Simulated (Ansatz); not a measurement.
# Beta-Sn (white tin): revPBE0 at the revPBE geometry

How do the levels change when part of the exchange is made exact, and what does it cost? Spin polarisation is left out. The geometry was relaxed under revPBE beforehand and is kept. Exact exchange is dear, so the k-mesh is coarse, and revPBE is run on the same mesh for comparison.

Computed with Ansatz 0.2.0 (DFT, plane waves (420 eV) with PBE-made PAW files, scalar-relativistic; functionals as named at each step, unless a step says otherwise).

## (1) The starting structure

Symmetry: C2/c, No. 15, monoclinic system. Conventional cell: a = 3.231 Å, b = 8.482 Å, c = 4.536 Å, α = 90.00°, β = 110.75°, γ = 90.00°. Around Sn (site symmetry 2) lie 6 Sn at 3.11 to 3.23 Å.

Coordinates:

```cif
data_structure
_symmetry_space_group_name_H-M 'P 1'
_symmetry_Int_Tables_number 1
_cell_length_a 4.5383
_cell_length_b 4.5383
_cell_length_c 4.5357
_cell_angle_alpha 97.247
_cell_angle_beta 97.247
_cell_angle_gamma 138.295
_cell_volume 58.12
loop_
_atom_site_label
_atom_site_type_symbol
_atom_site_fract_x
_atom_site_fract_y
_atom_site_fract_z
_atom_site_occupancy
Sn1 Sn 0.00004 0.99996 0.00000 1
Sn2 Sn 0.74996 0.25004 0.50000 1
```

## (2) revPBE on the coarse mesh

The run with revPBE.

File input.yaml:

```yaml
crystal:
  lattice:
    - [-2.9977544528, 2.9999753203, 1.6154519504]
    - [2.9999753203, -2.9977544528, 1.6154519504]
    - [2.9979667903, 2.9979667903, -1.6113809792]
  atoms:
    - { symbol: Sn, position: [4.21259e-05, 0.9999578741, 0.0] }
    - { symbol: Sn, position: [0.7499578741, 0.2500421259, 0.5] }
hamiltonian:
  xc: revpbe
  pseudopotentials:
    kind: paw
    azcp:
      Sn: "pseudopotentials/Sn.paw.azcp"
basis:
  ecutwfc: 420
  fft_grid_basis: typed
kpoints:
  mp_grid: { grid: [6, 6, 4], shift: [0, 0, 0] }
magnetization:
  spin_polarized: false
scf:
  occupations: { method: fermi_dirac, width: 0.1 }
```

## (3) revPBE0, coarse mesh

The run with revPBE0.

input.yaml: that of step 2 with these lines changed.

```diff
@@ -9,3 +9,3 @@
 hamiltonian:
-  xc: revpbe
+  xc: revpbe0
   pseudopotentials:
```

(Steps that only read results are left out.)

Before running it: what results should come out? Wanted: revPBE: gap; revPBE0: gap; revPBE0: relative to alpha-Sn.

**Answer**, as computed:

| quantity | value |
| --- | --- |
| revPBE: gap | none (levels filled in part) |
| revPBE0: gap | none (levels filled in part) |
| revPBE0: SCF cycles, exchange loops | 21, 2 |
| revPBE0: CPU time over that of revPBE | 25 |
| revPBE0: relative to alpha-Sn (diamond) | +151 meV/atom |

**Reading.** Neither revPBE nor revPBE0 shows a clean gap on this mesh. revPBE0 cost 25 times the CPU time of revPBE. revPBE0 needed 2 outer loops of the exchange operator. The cell taken over is 7 % larger than the measured one (27.05 Å³/atom, COD). The dense-mesh value adds +12.9 meV/atom, the change that revPBE shows between the coarse mesh and its own dense run (not shown). Under revPBE0 it lies 151 meV/atom above alpha-Sn (diamond) (computed apart in the same way); on such meshes a few tens of meV are uncertain for metals. The total energies in the logs cannot be compared from one functional to another.
